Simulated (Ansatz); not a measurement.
A run of Ansatz 0.2.0 is set up as follows.

File input.yaml:

```yaml
crystal:
  lattice:
    - [3.232, 0.0, 0.0]
    - [-1.616, 2.798994105, 0.0]
    - [0.0, 0.0, 5.147]
  atoms:
    - { symbol: Zr, position: [0.6666666667, 0.3333333333, 0.75] }
    - { symbol: Zr, position: [0.3333333333, 0.6666666667, 0.25] }
hamiltonian:
  xc: pbe
  pseudopotentials: { kind: paw }
kpoints:
  mp_grid: { grid: [9, 9, 5] }
scf:
  occupations: { method: gaussian, width: 0.013 }
output:
  forces: true
  stress: true
  eigenvalues: true
```

Potentials or basis: Ansatz PAW.

Command:

```console
$ ansatz run input.yaml --threads 2 --pin off --max-ram 5632MiB --backend cpu --events-out ev --progress --plain --runs-dir out
```

(1) Estimate the pressure.

(2) Estimate the band gap on the k mesh.

Answers

(1) 0.6 GPa.

(2) none (metal or under the smearing width).
